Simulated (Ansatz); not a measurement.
Start from RuO2 in the rutile structure (space group P4_2/mnm, No. 136; a = 4.523 Å, c = 3.119 Å). Axes: x, y, z lie along a, b, c of the conventional cell.

The values are results of Kohn–Sham DFT with the PBE functional, run in Ansatz (a quantum-chemistry and plane-wave program) with PAW and 420 eV plane waves, spin-orbit coupling left out, not measurements.

For the base:

| Quantity | Value |
|---|---|
| Pressure | 0.0 GPa |
| Band gap | zero |
| Shortest interatomic distance | 1.955 Å |

It is then changed as follows: the symmetric strain tensor [0.0000 -0.0100 0.0034; -0.0100 0.0199 0.0141; 0.0034 0.0141 -0.0022]; the atoms relax in the strained cell.

Task: What does the calculation give for the energy relative to the base, largest internal atomic displacement, pressure, band gap and shortest interatomic distance after the change?

Result: The energy increases by 9.1 meV/atom; the largest internal atomic displacement amounts to 0.023 Å; the pressure (mean of the normal stresses, compression positive) goes from zero to -3.8 GPa; the band gap stays zero; the shortest interatomic distance stays 1.955 Å.

Without a gap, meshes like the base's 10×10×15 leave anisotropic stresses uncertain by several tenths of a GPa, and small strain energies with them. No phonon test of stability was made. No Hubbard U is applied, and correlation can decide whether such a compound is a metal. All final runs are without spin polarisation.
